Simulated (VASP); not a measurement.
Input of a VASP 6.6.1 run:

The input INCAR:

```
PREC     = Accurate       # precision mode
ENCUT    = 580            # plane-wave cutoff, eV
EDIFF    = 1E-6           # SCF threshold, eV
ISMEAR   = -1             # smearing method
SIGMA    = 0.05           # smearing width, eV
LREAL    = F              # projectors in reciprocal space
LASPH    = T              # aspherical terms in the spheres
NELM     = 80             # most SCF steps
ALGO     = Normal         # electronic algorithm
ISIF     = 3              # what is computed and relaxed
LWAVE    = F              # write WAVECAR
LCHARG   = F              # write CHGCAR
GGA      = PE             # functional
IBRION   = 2              # ionic algorithm
NSW      = 60             # ionic steps
EDIFFG   = -0.01          # ionic threshold
```

KPOINTS

```
regular mesh
0
Gamma
  7 7 7
```

The input POSCAR:

```
Cu3Au
1.0
    3.7400000000      0.0000000000      0.0000000000
    0.0000000000      3.7400000000      0.0000000000
    0.0000000000      0.0000000000      3.7400000000
Au Cu
1 3
Direct
    0.0000000000      0.0000000000      0.0000000000
    0.5000000000      0.5000000000      0.0000000000
    0.5000000000      0.0000000000      0.5000000000
    0.0000000000      0.5000000000      0.5000000000
```

Potentials or basis: VASP PAW PBE potentials, release 54 (Au, Cu).

Command:

```bash
$ cat potpaw_PBE.54/Au/POTCAR potpaw_PBE.54/Cu/POTCAR > POTCAR
$ mpirun -np 1 vasp_std > vasp.out
```

Task: Predict the relaxed volume.

Result: 13.53 Å³/atom.

Task: What does it give for the relaxed cell?

Result: a = 3.783 Å, b = 3.783 Å, c = 3.783 Å, α = 90.00°, β = 90.00°, γ = 90.00°.

Task: Predict the space group after relaxing (to 0.05 Å).

Result: Pm-3m (No. 221).

Task: Estimate the band gap on the k mesh.

Result: None (metal or under the smearing width).

Step by step:
```
step  energy change (eV)  largest force (eV/Å)  pressure (GPa)  volume (Å³)
   1              0.0000                0.0000            5.34        52.31
   2             -0.0101                0.0000           -3.81        55.68
   3             -0.0286                0.0000            0.08        54.13
```

Spin-orbit coupling is left out, which matters for the levels of Au. Zero-point motion and thermal expansion aren't in these numbers.
